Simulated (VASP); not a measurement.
# Ge (Fd-3m) in VASP: notebook, part 2 of 3

VASP 6.6.1. Earlier steps stand in the parts before.

### 3 Phonons, PBEsol

Input file POSCAR:

```
Ge
1.0
    0.0000000000      2.8290000000      2.8290000000
    2.8290000000      0.0000000000      2.8290000000
    2.8290000000      2.8290000000      0.0000000000
Ge
2
Direct
    0.0000000000      0.0000000000      0.0000000000
    0.2500000000      0.2500000000      0.2500000000
```

Input file INCAR.step1:

```
SYSTEM = Ge
  PREC = Accurate
  ENCUT = 600
  EDIFF = 1E-8
  ISMEAR = -1
  SIGMA = 0.03
  LREAL = .False.
  LASPH = .True.
  NELM = 80
  ALGO = Normal
  ISIF = 3
  LWAVE = .False.
  LCHARG = .False.
  GGA = PS
  IBRION = 2
  NSW = 40
  EDIFFG = -0.002
```

Input file INCAR.step2:

```
SYSTEM = Ge
  PREC = Accurate
  ENCUT = 600
  EDIFF = 1E-8
  ISMEAR = -1
  SIGMA = 0.03
  LREAL = .False.
  LASPH = .True.
  NELM = 80
  ALGO = Normal
  ISIF = 2
  LWAVE = .False.
  LCHARG = .False.
  GGA = PS
  IBRION = 8
  NSW = 1
```

Input file KPOINTS:

```
regular mesh
0
Gamma
  14 14 14
  0 0 0
```

Potentials or basis: VASP PAW PBE potentials, release 64 (Ge_d).

Command:

```
cat potpaw_PBE.64/Ge_d/POTCAR > POTCAR
cp INCAR.step1 INCAR
mpirun -np 1 vasp_std > vasp.out
cp CONTCAR POSCAR
cp INCAR.step2 INCAR
mpirun -np 1 vasp_std > vasp.out
```

OUTCAR:

```text
SYSTEM = Ge
   PREC = Accurate
   ENCUT = 600
   EDIFF = 1E-8
   ISMEAR = -1
   LREAL = .False.
   LASPH = .True.
   NELM = 80
   ISIF = 2
   GGA = PS
   IBRION = 8
   NSW = 1

 ion  position               nearest neighbor table
   1  0.000  0.000  0.000-   2 2.46   2 2.46   2 2.46   2 2.46
   2  0.250  0.250  0.250-   1 2.46   1 2.46   1 2.46   1 2.46

  LATTYP: Found a face centered cubic cell.
 ALAT       =     5.6744356312

  Lattice vectors:

 A1 = (   0.0000000000,   2.8372178156,   2.8372178156)
 A2 = (   2.8372178156,   0.0000000000,   2.8372178156)
 A3 = (   2.8372178156,   2.8372178156,   0.0000000000)

Analysis of symmetry for initial positions (statically):
=====================================================================
 Subroutine PRICEL returns:
 Original cell was already a primitive cell.

[... 731 lines left out ...]

 INTERNAL STRAIN TENSOR  FOR ION    1  DIRECTION 1   (eV/Angst):
 -----------------------------------------------------------------------------
    -0.00761  0.00000  0.00000
     0.00000  0.00465  7.90130
     0.00000  7.90130  0.00465

 INTERNAL STRAIN TENSOR FOR ION    2 for displacements in x,y,z  (eV/Angst):
          X           Y           Z          XY          YZ          ZX
  --------------------------------------------------------------------------------
  x     0.00000    -0.00000    -0.00000     0.00000    -7.90130     0.00000
  y    -0.00000     0.00000    -0.00000     0.00000     0.00000    -7.90130
  z    -0.00000    -0.00000     0.00000    -7.90130     0.00000     0.00000

 SECOND DERIVATIVES (NOT SYMMETRIZED)
 ------------------------------------
               1X          1Y          1Z          2X          2Y          2Z
  1X   -10.871537    0.000000    0.000000   10.871537    0.000000    0.000000
  1Y     0.000000  -10.871537    0.000000    0.000000   10.871537    0.000000
  1Z     0.000000    0.000000  -10.871537    0.000000    0.000000   10.871537
  2X    10.871537    0.000000    0.000000  -10.871537    0.000000    0.000000
  2Y     0.000000   10.871537    0.000000    0.000000  -10.871537    0.000000
  2Z     0.000000    0.000000   10.871537    0.000000    0.000000  -10.871537

 Eigenvectors and eigenvalues of the dynamical matrix
 ----------------------------------------------------

   1 f  =    8.554862 THz    53.751781 2PiTHz  285.359467 cm-1    35.380049 meV
             X         Y         Z           dx          dy          dz
      0.000000  0.000000  0.000000     0.000000   -0.707107    0.000000
      1.418609  1.418609  1.418609     0.000000    0.707107    0.000000
[... 21 lines left out ...]
   6 f  =    0.000000 THz     0.000000 2PiTHz    0.000000 cm-1     0.000000 meV
             X         Y         Z           dx          dy          dz
      0.000000  0.000000  0.000000     0.000000    0.000000    0.707107
      1.418609  1.418609  1.418609     0.000000    0.000000    0.707107

--------------------------------------------------------------------------------------------------------

 ELASTIC MODULI CONTR FROM IONIC RELAXATION (kBar)
 Direction    XX          YY          ZZ          XY          YZ          ZX
 --------------------------------------------------------------------------------
 XX          -0.0000     -0.0000     -0.0000     -0.0000      0.0000     -0.0000
 YY          -0.0000     -0.0000     -0.0000     -0.0000     -0.0000      0.0000
 ZZ          -0.0000     -0.0000     -0.0000      0.0000     -0.0000     -0.0000
 XY          -0.0000     -0.0000      0.0000   -201.4227      0.0000      0.0000
 YZ           0.0000     -0.0000     -0.0000      0.0000   -201.4227      0.0000
 ZX          -0.0000      0.0000     -0.0000      0.0000      0.0000   -201.4227
 --------------------------------------------------------------------------------
```

OUTCAR.step1:

```text
SYSTEM = Ge
   PREC = Accurate
   ENCUT = 600
   EDIFF = 1E-8
   ISMEAR = -1
   LREAL = .False.
   LASPH = .True.
   NELM = 80
   ISIF = 3
[... 796 lines left out ...]
  -------------------------------------------------------------------------------------
  Total       -0.0005439     -0.0005439     -0.0005439      0.0000000      0.0000000      0.0000000
  in kB       -0.0190790     -0.0190790     -0.0190790      0.0000000      0.0000000      0.0000000
  external PRESSURE =      -0.0190790 kB  Pullay stress =       0.0000000 kB
[... 17 lines left out ...]
  FREE ENERGIE OF THE ION-ELECTRON SYSTEM (eV)
  ---------------------------------------------------
  free  energy   TOTEN  =        -9.8746848293 eV

  energy  without entropy=       -9.8745685259  energy(sigma->0) =       -9.87462668

 reached required accuracy - stopping structural energy minimisation
```

OSZICAR.step1:

```text
N       E                     dE             d eps       ncg     rms          rms(c)
DAV:   1     0.167911164761E+03    0.16791E+03   -0.16653E+04  3804   0.459E+03
DAV:   2     0.120052002325E+02   -0.15591E+03   -0.15298E+03  3764   0.573E+02
DAV:   3    -0.933546316931E+01   -0.21341E+02   -0.21140E+02  4044   0.154E+02
[... 29 lines left out ...]
DAV:   5    -0.987468447366E+01    0.16978E-05   -0.12743E-05  4338   0.722E-02    0.625E-03
DAV:   6    -0.987468479415E+01   -0.32049E-06   -0.88789E-07  4728   0.196E-02    0.311E-04
DAV:   7    -0.987468485574E+01   -0.61585E-07   -0.50616E-08  3972   0.379E-03    0.230E-04
DAV:   8    -0.987468483138E+01    0.24355E-07   -0.91911E-09  1978   0.219E-03    0.580E-05
DAV:   9    -0.987468482926E+01    0.21228E-08   -0.67694E-10  1872   0.377E-04
   3 F= -.98746848E+01 E0= -.98746267E+01  d E =-.730317E-03
```

Wall time 4.4 min (1 thread of Intel Xeon 6975P-C (Granite Rapids), shared host); peak memory 0.84 GiB.

What came out:

- Relaxed volume: 22.84 Å³/atom
- Relaxed cell: a = 4.012 Å, b = 4.012 Å, c = 4.012 Å, α = 60.00°, β = 60.00°, γ = 60.00°
- Space group after relaxing (to 0.05 Å): Fd-3m (No. 227)
- Highest phonon frequency at Γ: 285 cm⁻¹

Step by step:
```
step  energy change (eV)  largest force (eV/Å)  pressure (GPa)  volume (Å³)
   1              0.0000                0.0000            0.60        45.28
   2             -0.0006                0.0000           -0.23        45.84
   3             -0.0007                0.0000            0.00        45.68
```

Final structure:
```
Ge
1.0
     0.00000    2.83722    2.83722
     2.83722    0.00000    2.83722
     2.83722    2.83722    0.00000
Ge
2
Cartesian
  0.0000 0.0000 0.0000
  1.4186 1.4186 1.4186
```

Phonon frequencies in cm⁻¹ (negative: imaginary):
```tsv
q point	frequencies
(0.000, 0.000, 0.000)	0 0 0 285 285 285
```

Caveat: the PAW data sets were made with another functional, which shifts forces and pressure a little.

### 4 Phonons, PBEsol

POSCAR is that of step 3.

INCAR.step1: that of step 3 with these lines changed.

```diff
@@ -14,2 +14,3 @@
   GGA = PS
+  NELECT = 27.98642
   IBRION = 2
```

INCAR.step2: that of step 3 with these lines changed.

```diff
@@ -14,2 +14,3 @@
   GGA = PS
+  NELECT = 27.98642
   IBRION = 8
```

KPOINTS is that of step 3.

Potentials or basis: VASP PAW PBE potentials, release 64 (Ge_d).

Command:

```
cat potpaw_PBE.64/Ge_d/POTCAR > POTCAR
cp INCAR.step1 INCAR
mpirun -np 1 vasp_std > vasp.out
cp CONTCAR POSCAR
cp INCAR.step2 INCAR
mpirun -np 1 vasp_std > vasp.out
```

OUTCAR:

```text
SYSTEM = Ge
   PREC = Accurate
   ENCUT = 600
   EDIFF = 1E-8
   ISMEAR = -1
   LREAL = .False.
   LASPH = .True.
   NELM = 80
   ISIF = 2
   GGA = PS
   NELECT = 27.98642
   IBRION = 8
   NSW = 1

 ion  position               nearest neighbor table
   1  0.000  0.000  0.000-   2 2.45   2 2.45   2 2.45   2 2.45
   2  0.250  0.250  0.250-   1 2.45   1 2.45   1 2.45   1 2.45

  LATTYP: Found a face centered cubic cell.
 ALAT       =     5.6611223082

[... 758 lines left out ...]
               1X          1Y          1Z          2X          2Y          2Z
  1X    -9.821666    0.000000    0.000000    9.821666    0.000000    0.000000
  1Y     0.000000   -9.821666    0.000000    0.000000    9.821666    0.000000
  1Z     0.000000    0.000000   -9.821666    0.000000    0.000000    9.821666
  2X     9.821666    0.000000    0.000000   -9.821666    0.000000    0.000000
  2Y     0.000000    9.821666    0.000000    0.000000   -9.821666    0.000000
  2Z     0.000000    0.000000    9.821666    0.000000    0.000000   -9.821666

 Eigenvectors and eigenvalues of the dynamical matrix
 ----------------------------------------------------

   1 f  =    8.131302 THz    51.090477 2PiTHz  271.231037 cm-1    33.628348 meV
             X         Y         Z           dx          dy          dz
      0.000000  0.000000  0.000000     0.000000   -0.707107    0.000000
      1.415281  1.415281  1.415281     0.000000    0.707107    0.000000
[... 21 lines left out ...]
   6 f  =    0.000000 THz     0.000000 2PiTHz    0.000000 cm-1     0.000000 meV
             X         Y         Z           dx          dy          dz
      0.000000  0.000000  0.000000     0.000000    0.000000    0.707107
      1.415281  1.415281  1.415281     0.000000    0.000000    0.707107

--------------------------------------------------------------------------------------------------------

 ELASTIC MODULI CONTR FROM IONIC RELAXATION (kBar)
 Direction    XX          YY          ZZ          XY          YZ          ZX
 --------------------------------------------------------------------------------
 XX          -0.0000     -0.0000     -0.0000      0.0000      0.0000     -0.0000
 YY          -0.0000     -0.0000     -0.0000      0.0000      0.0000      0.0000
 ZZ          -0.0000     -0.0000     -0.0000      0.0000      0.0000     -0.0000
 XY           0.0000      0.0000      0.0000   -255.9376      0.0000      0.0000
 YZ           0.0000      0.0000      0.0000      0.0000   -255.9376      0.0000
 ZX          -0.0000      0.0000     -0.0000      0.0000      0.0000   -255.9376
 --------------------------------------------------------------------------------
```

OUTCAR.step1:

```text
SYSTEM = Ge
   PREC = Accurate
   ENCUT = 600
   EDIFF = 1E-8
   ISMEAR = -1
   LREAL = .False.
   LASPH = .True.
   NELM = 80
   ISIF = 3
[... 797 lines left out ...]
  -------------------------------------------------------------------------------------
  Total       -0.0016001     -0.0016001     -0.0016001      0.0000000     -0.0000000      0.0000000
  in kB       -0.0565194     -0.0565194     -0.0565194      0.0000000     -0.0000000      0.0000000
  external PRESSURE =      -0.0565194 kB  Pullay stress =       0.0000000 kB
[... 17 lines left out ...]
  FREE ENERGIE OF THE ION-ELECTRON SYSTEM (eV)
  ---------------------------------------------------
  free  energy   TOTEN  =        -9.9389143189 eV

  energy  without entropy=       -9.9384823898  energy(sigma->0) =       -9.93869835

 reached required accuracy - stopping structural energy minimisation
```

OSZICAR.step1:

```text
N       E                     dE             d eps       ncg     rms          rms(c)
DAV:   1     0.167692369154E+03    0.16769E+03   -0.16049E+04  3804   0.438E+03
DAV:   2     0.119192096060E+02   -0.15577E+03   -0.15286E+03  3764   0.572E+02
DAV:   3    -0.939836565331E+01   -0.21318E+02   -0.21121E+02  4044   0.154E+02
DAV:   4    -0.100752006146E+02   -0.67683E+00   -0.67543E+00  4384   0.314E+01
[... 26 lines left out ...]
DAV:   3    -0.993891600084E+01    0.36072E-04   -0.61800E-05  4946   0.148E-01    0.866E-03
DAV:   4    -0.993891436256E+01    0.16383E-05   -0.72851E-06  4774   0.580E-02    0.181E-03
DAV:   5    -0.993891423511E+01    0.12746E-06   -0.54856E-07  4392   0.151E-02    0.130E-03
DAV:   6    -0.993891430942E+01   -0.74310E-07   -0.37594E-08  3346   0.414E-03    0.564E-05
DAV:   7    -0.993891431885E+01   -0.94351E-08   -0.30017E-09  1896   0.808E-04
   3 F= -.99389143E+01 E0= -.99386984E+01  d E =-.268615E-04
```

It took 4 min on 1 thread of Intel Xeon 6975P-C (Granite Rapids), shared host; peak memory 0.84 GiB.

Results:

```
Relaxed volume                         : 22.68 Å³/atom
Relaxed cell                           : a = 4.003 Å, b = 4.003 Å, c = 4.003 Å, α = 60.00°, β = 60.00°, γ = 60.00°
Space group after relaxing (to 0.05 Å) : Fd-3m (No. 227)
Highest phonon frequency at Γ          : 271 cm⁻¹
```

Final structure:
```
CELL_PARAMETERS angstrom
0.00000 2.83056 2.83056
2.83056 0.00000 2.83056
2.83056 2.83056 0.00000
ATOMIC_POSITIONS crystal
Ge 0.00000 0.00000 0.00000
Ge 0.25000 0.25000 0.25000
```

Phonon frequencies in cm⁻¹ (negative: imaginary):
```
              q point        frequencies
(0.000, 0.000, 0.000)  0 0 0 271 271 271
```

Caveat: the cell is charged against a uniform background, so pressure and absolute levels hang on convention; the PAW data sets were made with another functional, which shifts forces and pressure a little.

### 5 Phonons, PBEsol

POSCAR is that of step 4.

INCAR.step1: that of step 4 with these lines changed.

```diff
@@ -14,3 +14,3 @@
   GGA = PS
-  NELECT = 27.98642
+  NELECT = 27.95155
   IBRION = 2
```

INCAR.step2: that of step 4 with these lines changed.

```diff
@@ -14,3 +14,3 @@
   GGA = PS
-  NELECT = 27.98642
+  NELECT = 27.95155
   IBRION = 8
```

KPOINTS is that of step 4.

Potentials or basis: VASP PAW PBE potentials, release 64 (Ge_d).

Command:

```
cat potpaw_PBE.64/Ge_d/POTCAR > POTCAR
cp INCAR.step1 INCAR
mpirun -np 1 vasp_std > vasp.out
cp CONTCAR POSCAR
cp INCAR.step2 INCAR
mpirun -np 1 vasp_std > vasp.out
```

OUTCAR:

```text
SYSTEM = Ge
   PREC = Accurate
   ENCUT = 600
   EDIFF = 1E-8
   ISMEAR = -1
   LREAL = .False.
   LASPH = .True.
   NELM = 80
   ISIF = 2
   GGA = PS
   NELECT = 27.95155
   IBRION = 8
   NSW = 1

 ion  position               nearest neighbor table
   1  0.000  0.000  0.000-   2 2.44   2 2.44   2 2.44   2 2.44
   2  0.250  0.250  0.250-   1 2.44   1 2.44   1 2.44   1 2.44

  LATTYP: Found a face centered cubic cell.
 ALAT       =     5.6298588816

  Lattice vectors:

 A1 = (   0.0000000000,   2.8149294408,   2.8149294408)
 A2 = (   2.8149294408,   0.0000000000,   2.8149294408)
 A3 = (   2.8149294408,   2.8149294408,   0.0000000000)

Analysis of symmetry for initial positions (statically):
=====================================================================
 Subroutine PRICEL returns:
 Original cell was already a primitive cell.
[... 730 lines left out ...]

------------------------ aborting loop because EDIFF is reached ----------------------------------------

 INTERNAL STRAIN TENSOR  FOR ION    1  DIRECTION 1   (eV/Angst):
 -----------------------------------------------------------------------------
    -0.00685  0.00000  0.00000
     0.00000  0.00435  9.25877
     0.00000  9.25877  0.00435

 INTERNAL STRAIN TENSOR FOR ION    2 for displacements in x,y,z  (eV/Angst):
          X           Y           Z          XY          YZ          ZX
  --------------------------------------------------------------------------------
  x     0.00000    -0.00000    -0.00000     0.00000    -9.25877     0.00000
  y    -0.00000     0.00000    -0.00000     0.00000     0.00000    -9.25877
  z    -0.00000    -0.00000     0.00000    -9.25877     0.00000     0.00000

 SECOND DERIVATIVES (NOT SYMMETRIZED)
 ------------------------------------
               1X          1Y          1Z          2X          2Y          2Z
  1X    -9.986226    0.000000    0.000000    9.986226    0.000000    0.000000
  1Y     0.000000   -9.986226    0.000000    0.000000    9.986226    0.000000
  1Z     0.000000    0.000000   -9.986226    0.000000    0.000000    9.986226
  2X     9.986226    0.000000    0.000000   -9.986226    0.000000    0.000000
  2Y     0.000000    9.986226    0.000000    0.000000   -9.986226    0.000000
  2Z     0.000000    0.000000    9.986226    0.000000    0.000000   -9.986226

 Eigenvectors and eigenvalues of the dynamical matrix
 ----------------------------------------------------

   1 f  =    8.199138 THz    51.516705 2PiTHz  273.493812 cm-1    33.908896 meV
             X         Y         Z           dx          dy          dz
      0.000000  0.000000  0.000000     0.000000   -0.707107    0.000000
      1.407465  1.407465  1.407465     0.000000    0.707107    0.000000
[... 21 lines left out ...]
   6 f  =    0.000000 THz     0.000000 2PiTHz    0.000000 cm-1     0.000000 meV
             X         Y         Z           dx          dy          dz
      0.000000  0.000000  0.000000     0.000000    0.000000    0.707107
      1.407465  1.407465  1.407465     0.000000    0.000000    0.707107

--------------------------------------------------------------------------------------------------------

 ELASTIC MODULI CONTR FROM IONIC RELAXATION (kBar)
 Direction    XX          YY          ZZ          XY          YZ          ZX
 --------------------------------------------------------------------------------
 XX          -0.0000     -0.0000     -0.0000     -0.0000      0.0000     -0.0000
 YY          -0.0000     -0.0000     -0.0000     -0.0000     -0.0000      0.0000
 ZZ          -0.0000     -0.0000     -0.0000      0.0000     -0.0000     -0.0000
 XY          -0.0000     -0.0000      0.0000   -308.3068      0.0000      0.0000
 YZ           0.0000     -0.0000     -0.0000      0.0000   -308.3068      0.0000
 ZX          -0.0000      0.0000     -0.0000      0.0000      0.0000   -308.3068
 --------------------------------------------------------------------------------
```

OSZICAR.step1:

```text
N       E                     dE             d eps       ncg     rms          rms(c)
DAV:   1     0.167131777383E+03    0.16713E+03   -0.16038E+04  3804   0.438E+03
DAV:   2     0.117011910287E+02   -0.15543E+03   -0.15255E+03  3764   0.572E+02
DAV:   3    -0.954976501047E+01   -0.21251E+02   -0.21082E+02  4044   0.153E+02
DAV:   4    -0.102216327668E+02   -0.67187E+00   -0.67057E+00  4384   0.314E+01
[... 29 lines left out ...]
DAV:   5    -0.101002212762E+02    0.36666E-05   -0.46639E-05  4564   0.140E-01    0.120E-02
DAV:   6    -0.101002203060E+02    0.97018E-06   -0.35309E-06  4742   0.397E-02    0.521E-04
DAV:   7    -0.101002202431E+02    0.62920E-07   -0.17795E-07  5098   0.668E-03    0.326E-04
DAV:   8    -0.101002202692E+02   -0.26082E-07   -0.20235E-08  2362   0.323E-03    0.117E-04
DAV:   9    -0.101002202756E+02   -0.64347E-08   -0.15059E-09  1884   0.618E-04
   3 F= -.10100220E+02 E0= -.10099920E+02  d E =-.221374E-02
```

It took 4.1 min on 1 thread of Intel Xeon 6975P-C (Granite Rapids), shared host; peak memory 0.83 GiB.

Results:

* Relaxed volume: 22.31 Å³/atom
* Relaxed cell: a = 3.981 Å, b = 3.981 Å, c = 3.981 Å, α = 60.00°, β = 60.00°, γ = 60.00°
* Space group after relaxing (to 0.05 Å): Fd-3m (No. 227)
* Highest phonon frequency at Γ: 273 cm⁻¹

The path:
| step | energy change (eV) | largest force (eV/Å) | pressure (GPa) | volume (Å³) |
| --- | --- | --- | --- | --- |
| 1 | 0.0000 | 0.0000 | -1.04 | 45.28 |
| 2 | -0.0018 | 0.0000 | 0.47 | 44.33 |
| 3 | -0.0022 | 0.0000 | 0.01 | 44.61 |

Final structure:
```
Ge
1.0
     0.00000    2.81493    2.81493
     2.81493    0.00000    2.81493
     2.81493    2.81493    0.00000
Ge
2
Direct
  0.00000 0.00000 0.00000
  0.25000 0.25000 0.25000
```

Phonon frequencies in cm⁻¹ (negative: imaginary):
```
              q point        frequencies
(0.000, 0.000, 0.000)  0 0 0 273 273 273
```

Caveat: the cell is charged against a uniform background, so pressure and absolute levels hang on convention; the PAW data sets were made with another functional, which shifts forces and pressure a little.

(Part 2 of 3 ends here.)
